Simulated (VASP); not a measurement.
A run of VASP 6.6.1:

INCAR

```
ALGO     = Fast           # electronic algorithm
EDIFF    = 1E-6           # SCF threshold, eV
EDIFFG   = -0.01          # ionic threshold
ENCUT    = 600            # plane-wave cutoff, eV
GGA      = PE             # functional
IBRION   = 2              # ionic algorithm
ISIF     = 3              # what is computed and relaxed
ISMEAR   = -1             # smearing method
LASPH    = T              # aspherical terms in the spheres
LCHARG   = F              # write CHGCAR
LREAL    = F              # projectors in reciprocal space
LWAVE    = F              # write WAVECAR
NELM     = 80             # most SCF steps
NSW      = 60             # ionic steps
PREC     = Accurate       # precision mode
SIGMA    = 0.05           # smearing width, eV
```

KPOINTS

```
k-points
0
Gamma
  7 7 7
```

File POSCAR:

```
Au
1.0
    3.9819500000      0.0000000000      0.0000000000
    0.0000000000      3.9819500000      0.0000000000
    0.0000000000      0.0000000000      3.9819500000
Au
3
Direct
    0.5000000000      0.0000000000      0.0000000000
    0.0000000000      0.5000000000      0.0000000000
    0.0000000000      0.0000000000      0.5000000000
```

Potentials or basis: VASP PAW PBE potentials, release 54 (Au).

Run with:

```sh
$ cat potpaw_PBE.54/Au/POTCAR > POTCAR
$ mpirun -np 1 vasp_std > vasp.out
```

Hardware: 1 thread of Intel(R) Xeon(R) 6975P-C (Granite Rapids) (shared host).

**Question.** Estimate the wall time of this run.

**Answer.** It took 18 s on 1 thread of Intel(R) Xeon(R) 6975P-C (Granite Rapids) (shared host), peak memory 0.19 GiB. Counts: scf iterations 25, k points 20, ion steps 3.
